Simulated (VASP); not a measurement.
# P: single point with PBE

The system is P.

```
P
1.0
     2.63501    0.00000    0.00000
    -1.31751    2.28199    0.00000
     0.00000    0.00000    2.44926
P
1
Direct
  0.00000 0.00000 0.00000
```

The cell was built by a generator and needn't be a form met in nature.

| Property | Result |
| --- | --- |
| Program | VASP 6.6.1 |
| Task | single point |
| Functional | PBE |
| Potentials or basis | VASP PAW PBE potentials, release 64 (P) |
| Cutoff | 520 eV |
| k mesh | 12 × 12 × 11 |
| Occupations | fermi-dirac, width 0.05 eV |
| Spin | no spin polarisation |
| Further INCAR settings | ALGO = Normal; EDIFF = 1e-07; NBANDS = 8 |

- Pressure: -0.3 GPa
- Band gap on the k mesh: none (metal or under the smearing width)

Stress tensor (GPa, compression positive):
```
-2.81  0.00  0.00
 0.00 -2.81  0.00
 0.00  0.00  4.59
```

Levels at points of the mesh, in eV from the Fermi level:
```tsv
k point	band 1	band 2	band 3	band 4	band 5	band 6	band 7
(0.00, 0.00, 0.00)	-16.29	5.12	6.02	6.02	7.01	11.55	11.55
(0.50, 0.00, 0.00)	-10.92	-8.09	2.08	5.71	8.49	14.51	14.79
```

Run time: 4.2 s on 1 thread of Intel(R) Xeon(R) 6975P-C (Granite Rapids), on a shared host, peak memory 0.11 GiB.
